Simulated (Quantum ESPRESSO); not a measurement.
# TePb (Fm-3m) in Quantum ESPRESSO: a series of runs, part 2 of 5

Quantum ESPRESSO 7.5. Earlier steps stand in the parts before.

### Step 3. Phonons, RPBE

pw.in

```
&CONTROL
  calculation = 'scf'
  prefix = 'pwscf'
  outdir = './tmp'
  pseudo_dir = './pseudo'
  tprnfor = .true.
  tstress = .true.
  disk_io = 'low'
/
&SYSTEM
  ibrav = 0
  A = 4.56932402
  nat = 2
  ntyp = 2
  ecutwfc = 45
  ecutrho = 360
  nbnd = 16
  input_dft = 'rpbe'
  occupations = 'smearing'
  smearing = 'fd'
  degauss = 0.00367493
/
&ELECTRONS
  conv_thr = 4d-10
  electron_maxstep = 120
  mixing_beta = 0.5
/
ATOMIC_SPECIES
Pb   207.2000 pb_pbe_v1.uspp.F.UPF
Te   127.6000 te_pbe_v1.uspp.F.UPF
CELL_PARAMETERS alat
   0.0000000000    0.7071067812    0.7071067812
   0.7071067812    0.0000000000    0.7071067812
   0.7071067812    0.7071067812    0.0000000000
ATOMIC_POSITIONS alat
Pb     0.0000000000    0.0000000000    0.0000000000
Te     0.7071067812    0.7071067812    0.7071067812
K_POINTS automatic
6 6 6 1 1 1
```

relax.in

```
&CONTROL
  calculation = 'vc-relax'
  prefix = 'pwscf'
  outdir = './tmp'
  pseudo_dir = './pseudo'
  tprnfor = .true.
  tstress = .true.
  disk_io = 'low'
  nstep = 40
  forc_conv_thr = 0.0001
  etot_conv_thr = 1d-06
/
&SYSTEM
  ibrav = 0
  A = 4.56932402
  nat = 2
  ntyp = 2
  ecutwfc = 45
  ecutrho = 360
  nbnd = 16
  input_dft = 'rpbe'
  occupations = 'smearing'
  smearing = 'fd'
  degauss = 0.00367493
/
&ELECTRONS
  conv_thr = 4d-10
  electron_maxstep = 120
  mixing_beta = 0.5
/
&IONS
  ion_dynamics = 'bfgs'
/
&CELL
  cell_dynamics = 'bfgs'
  press = 0
  press_conv_thr = 0.2
/
ATOMIC_SPECIES
Pb   207.2000 pb_pbe_v1.uspp.F.UPF
Te   127.6000 te_pbe_v1.uspp.F.UPF
CELL_PARAMETERS alat
   0.0000000000    0.7071067812    0.7071067812
   0.7071067812    0.0000000000    0.7071067812
   0.7071067812    0.7071067812    0.0000000000
ATOMIC_POSITIONS alat
Pb     0.0000000000    0.0000000000    0.0000000000
Te     0.7071067812    0.7071067812    0.7071067812
K_POINTS automatic
6 6 6 1 1 1
```

gamma.in

```
&CONTROL
  calculation = 'bands'
  prefix = 'pwscf'
  outdir = './tmp'
  pseudo_dir = './pseudo'
  disk_io = 'low'
  verbosity = 'high'
/
&SYSTEM
  ibrav = 0
  A = 4.69727001
  nat = 2
  ntyp = 2
  ecutwfc = 45
  ecutrho = 360
  nbnd = 16
  input_dft = 'rpbe'
  occupations = 'smearing'
  smearing = 'fd'
  degauss = 0.00367493
/
&ELECTRONS
  conv_thr = 1d-08
  electron_maxstep = 120
  mixing_beta = 0.5
  diago_full_acc = .true.
  startingwfc = 'random'
/
ATOMIC_SPECIES
Pb   207.2000 pb_pbe_v1.uspp.F.UPF
Te   127.6000 te_pbe_v1.uspp.F.UPF
CELL_PARAMETERS alat
   0.0000000000    0.7071067808    0.7071067808
   0.7071067808    0.0000000000    0.7071067808
   0.7071067808    0.7071067808    0.0000000000
ATOMIC_POSITIONS alat
Pb     0.0000000000    0.0000000000    0.0000000000
Te     0.7071067808    0.7071067808    0.7071067808
K_POINTS crystal
1
0.0 0.0 0.0 1
```

scf2.in

```
&CONTROL
  calculation = 'scf'
  prefix = 'pwscf'
  outdir = './tmp'
  pseudo_dir = './pseudo'
  tprnfor = .true.
  tstress = .true.
  disk_io = 'low'
/
&SYSTEM
  ibrav = 0
  A = 4.69727001
  nat = 2
  ntyp = 2
  ecutwfc = 45
  ecutrho = 360
  nbnd = 16
  input_dft = 'rpbe'
  occupations = 'fixed'
/
&ELECTRONS
  conv_thr = 1d-13
  electron_maxstep = 120
  mixing_beta = 0.5
  startingpot = 'file'
/
ATOMIC_SPECIES
Pb   207.2000 pb_pbe_v1.uspp.F.UPF
Te   127.6000 te_pbe_v1.uspp.F.UPF
CELL_PARAMETERS alat
   0.0000000000    0.7071067808    0.7071067808
   0.7071067808    0.0000000000    0.7071067808
   0.7071067808    0.7071067808    0.0000000000
ATOMIC_POSITIONS alat
Pb     0.0000000000    0.0000000000    0.0000000000
Te     0.7071067808    0.7071067808    0.7071067808
K_POINTS automatic
6 6 6 1 1 1
```

ph.in

```
phonons of TePb
&INPUTPH
  prefix = 'pwscf'
  outdir = './tmp'
  tr2_ph = 1d-18
  fildyn = 'dyn'
  niter_ph = 90
  alpha_mix(1) = 0.7
  epsil = .true.
/
0.0000000000 0.0000000000 0.0000000000
```

dynmat.in

```
&INPUT
  fildyn = 'dyn'
  asr = 'crystal'
  lperm = .true.
  filout = 'dynmat.disp'
  fileig = 'dynmat.eig'
/
```

dynmat_lo.in

```
&INPUT
  fildyn = 'dyn'
  asr = 'crystal'
  filout = 'dynmat_lo.disp'
  fileig = 'dynmat_lo.eig'
  q(1) = 0
  q(2) = 0
  q(3) = 1
/
```

Potentials or basis: GBRV 1.5 PBE.

On the command line:

```
$ OMP_NUM_THREADS=1 mpirun -n 4 pw.x -nk 4 -in pw.in > pw.out
$ OMP_NUM_THREADS=1 mpirun -n 4 pw.x -nk 4 -in relax.in > relax.out
$ OMP_NUM_THREADS=1 mpirun -n 4 pw.x -in gamma.in > gamma.out
$ OMP_NUM_THREADS=1 mpirun -n 4 pw.x -nk 4 -in scf2.in > scf2.out
$ OMP_NUM_THREADS=1 mpirun -n 4 ph.x -nk 4 -in ph.in > ph.out
$ OMP_NUM_THREADS=1 mpirun -n 1 dynmat.x -in dynmat.in > dynmat.out
$ OMP_NUM_THREADS=1 mpirun -n 1 dynmat.x -in dynmat_lo.in > dynmat_lo.out
```

pw.out:

```text
This program is part of the open-source Quantum ESPRESSO suite
     for quantum simulation of materials; please cite
         "P. Giannozzi et al., J. Phys.:Condens. Matter 21 395502 (2009);
         "P. Giannozzi et al., J. Phys.:Condens. Matter 29 465901 (2017);
         "P. Giannozzi et al., J. Chem. Phys. 152 154105 (2020);
     in publications or presentations arising from this work. More details at

     IMPORTANT: XC functional enforced from input :
     Exchange-correlation= RPBE
                           (   1   4  44   4   0   0   0)
     Any further DFT definition will be discarded
     Please, verify this is what you really want

     Message from routine setup:
     using ibrav=0 with symmetry is DISCOURAGED, use correct ibrav instead

     K-points division:     npool     =       4
     Subspace diagonalization in iterative solution of the eigenvalue problem:
     a serial algorithm will be used

     G-vector sticks info
[... 286 lines left out ...]
     4.7470   5.8584  10.8539  11.7014  12.3613  12.9281  16.0906  16.9619

          k =-0.4125 0.0589 0.0589 (  2324 PWs)   bands (ev):
[... 51 lines left out ...]
    -9.2457  -9.2335  -9.2134  -9.2044  -9.2010  -2.9265  -0.8099   5.0022
     6.2016   6.6365   9.4091   9.5598  11.1956  14.9605  15.7256  16.1446

     the Fermi energy is     8.0320 ev

!    total energy              =    -190.81921296 Ry
     estimated scf accuracy    <          2.0E-10 Ry
     smearing contrib. (-TS)   =      -0.00000004 Ry
     internal energy E=F+TS    =    -190.81921292 Ry

     The total energy is F=E-TS. E is the sum of the following terms:
     one-electron contribution =     -45.96119165 Ry
     hartree contribution      =      35.20929981 Ry
     xc contribution           =     -77.96911099 Ry
     ewald contribution        =    -102.09821009 Ry

     convergence has been achieved in   9 iterations

     negative rho (up, down):  1.569E-02 0.000E+00

     Forces acting on atoms (cartesian axes, Ry/au):

     atom    1 type  1   force =     0.00000000   -0.00000000   -0.00000000
     atom    2 type  2   force =    -0.00000000    0.00000000    0.00000000

     Total force =     0.000000     Total SCF correction =     0.000000

     Computing stress (Cartesian axis) and pressure

     negative rho (up, down):  1.569E-02 0.000E+00
          total   stress  (Ry/bohr**3)                   (kbar)     P=       34.08
   0.00023167   0.00000000   0.00000000           34.08        0.00        0.00
   0.00000000   0.00023167   0.00000000            0.00       34.08        0.00
   0.00000000   0.00000000   0.00023167            0.00        0.00       34.08

=------------------------------------------------------------------------------=
   JOB DONE.
=------------------------------------------------------------------------------=
```

relax.out:

```text
This program is part of the open-source Quantum ESPRESSO suite
     for quantum simulation of materials; please cite
         "P. Giannozzi et al., J. Phys.:Condens. Matter 21 395502 (2009);
         "P. Giannozzi et al., J. Phys.:Condens. Matter 29 465901 (2017);
         "P. Giannozzi et al., J. Chem. Phys. 152 154105 (2020);
[... 2424 lines left out ...]
   0.00000000  -0.00000054  -0.00000000            0.00       -0.08       -0.00
   0.00000000  -0.00000000  -0.00000054            0.00       -0.00       -0.08

=------------------------------------------------------------------------------=
   JOB DONE.
=------------------------------------------------------------------------------=
```

gamma.out:

```text
This program is part of the open-source Quantum ESPRESSO suite
     for quantum simulation of materials; please cite
         "P. Giannozzi et al., J. Phys.:Condens. Matter 21 395502 (2009);
         "P. Giannozzi et al., J. Phys.:Condens. Matter 29 465901 (2017);
         "P. Giannozzi et al., J. Chem. Phys. 152 154105 (2020);
     in publications or presentations arising from this work. More details at
[... 603 lines left out ...]

   -10.2856 -10.2856 -10.2856 -10.2850 -10.2850  -4.9584   0.6133   5.3598
     5.3598   5.3598  10.4821  10.4821  10.4821  12.3937  12.3937  12.3937

=------------------------------------------------------------------------------=
   JOB DONE.
=------------------------------------------------------------------------------=
```

Run time: 3.8 min. Hardware: 4 MPI ranks of Arm Neoverse V2, shared host; peak memory 0.64 GiB.

What came out:

- Free energy: -2596.2863 eV
- Relaxed volume: 36.64 Å³/atom
- Relaxed cell: a = 4.697 Å, b = 4.697 Å, c = 4.697 Å, α = 60.00°, β = 60.00°, γ = 60.00°
- Space group after relaxing (to 0.05 Å): Fm-3m (No. 225)
- Pressure after relaxing: 0.0 GPa
- Electronic dielectric tensor (diagonal): 24.34
- Born charges (mean of the diagonal): Pb +5.65; Te -5.64 e
- Highest phonon frequency at Γ, LO-TO splitting left out: 0 cm⁻¹

Step by step:
| step | energy change (eV) | largest force (eV/Å) | pressure (GPa) | volume (Å³) |
| --- | --- | --- | --- | --- |
| 1 | 0.0000 | 0.0000 | 3.41 | 67.46 |
| 2 | -0.0220 | 0.0000 | 2.59 | 68.64 |
| 3 | -0.0398 | 0.0000 | 1.76 | 69.95 |
| 4 | -0.0547 | 0.0000 | 0.65 | 71.95 |
| 5 | -0.0573 | 0.0000 | 0.05 | 73.18 |
| 6 | -0.0574 | 0.0000 | 0.00 | 73.29 |
| 7 | -0.0574 | 0.0000 | 0.00 | 73.29 |

Final structure:
```xyz
2
Lattice="0.0000 3.3215 3.3215 3.3215 0.0000 3.3215 3.3215 3.3215 0.0000" Properties=species:S:1:pos:R:3 pbc="T T T"
Pb    0.0000    0.0000    0.0000
Te    3.3215    3.3215    3.3215
```

Levels at points of the mesh, in eV from the valence-band top:
```
           k point  band 6  band 7  band 8  band 9  band 10  band 11  band 12  band 13  band 14  band 15
(0.08, 0.08, 0.08)  -11.20   -5.84   -0.92   -0.92    -0.86     3.81     3.91     3.91     6.04     6.23
```

Phonon frequencies in cm⁻¹ (negative: imaginary):
| q point | frequencies |
| --- | --- |
| (0.000, 0.000, 0.000) | -18 -18 -18 0 0 0 |

Electronic dielectric tensor:
```
24.34  0.00  0.00
 0.00 24.34  0.00
 0.00  0.00 24.34
```

Born effective charge tensors (e):
atom 1, Pb
```
5.65 0.00 0.00
0.00 5.65 0.00
0.00 0.00 5.65
```
atom 2, Te
```
-5.64  0.00  0.00
 0.00 -5.64  0.00
 0.00  0.00 -5.64
```

Optical modes at Γ, degenerate ones joined, polar ones without the macroscopic field:
```tsv
cm⁻¹	components	symmetry	active in	IR intensity, summed ((D/Å)²/amu)
18i	3	T1u	IR	27.91
```

Zone-centre frequencies without and with the macroscopic field along z (cm⁻¹):
|  | optical modes in rising order |
| --- | --- |
| without | 18i 18i 18i |
| with the field | 18i 18i 104 |

Caveat: the potentials were made for another functional, which shifts forces and pressure; some modes are imaginary.

[end of part 2 of 5]
